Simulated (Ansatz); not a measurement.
# CoSi2/ZnS/CoSi2: predicting the conductance of a thicker barrier

**Method.** Ansatz 0.2.0, plane waves with PAW datasets, PBE. Interfaces are relaxed in a short slab (with D3(BJ) where the barrier is layered), set between ideal electrode layers that go on as semi-infinite leads, and the zero-bias conductance G at 300 K comes from T(E) on a typed mesh. The error is the largest of the program's estimates from energy step, mesh, the leads' potential steps and neutrality; its separate bound for narrow resonances between the energies solved isn't counted and can be far larger. The lower electrode is CoSi2 (fluorite 111), the upper CoSi2 (fluorite 111) and the barrier ZnS (wurtzite 0001), on a net of side 3.79 Å; d is the distance between the electrodes' last planes.

The runs shown:

| planes in the barrier | d (Å) | G (S/m²) | error (%) | lead step (meV) |
| --- | --- | --- | --- | --- |
| 4 | 8.87 | 1.91e13 | 10 | 8 |
| 8 | 15.25 | 5.98e11 | 7 | 8 |

**Question.** A further run has 12 planes, d = 21.63 Å. Fit G ∝ exp(−βd) to the rows shown and predict its conductance.

A: Through two points, β = ln(1.91e13 / 5.98e11) / (15.25 − 8.87) = 3.46 / 6.38 = 0.543 Å⁻¹. From the last point shown, G = 5.98e11 × exp(−0.543 × 6.38) = 1.87e10 S/m².

What the calculation gave: The run gave 3.51e10 S/m², with an error estimate of 12 % and a lead step of 8 meV. The prediction is 0.533 times that, too low by 47 %. Step by step the slopes are 0.54 and 0.44 Å⁻¹, falling with thickness. How much of this is a real bend and how much error of the rows wasn't traced.

Caveats: The interfaces are ideal, one cell wide, strained to a common net and relaxed from one registry with their symmetry kept. PBE's gaps are too small, so true decay constants are likely larger where the Fermi level lies deep in a gap. No spin-orbit coupling, phonons, disorder or image charges enter. The rows shown are chosen by tests on error estimates (under 100 to 120 %), lead steps (under 150 meV, though the program warns over 25), intact interfaces and, for fits, a steady trend in the rows shown; the data set holds 414 series of this kind, and not all pass.
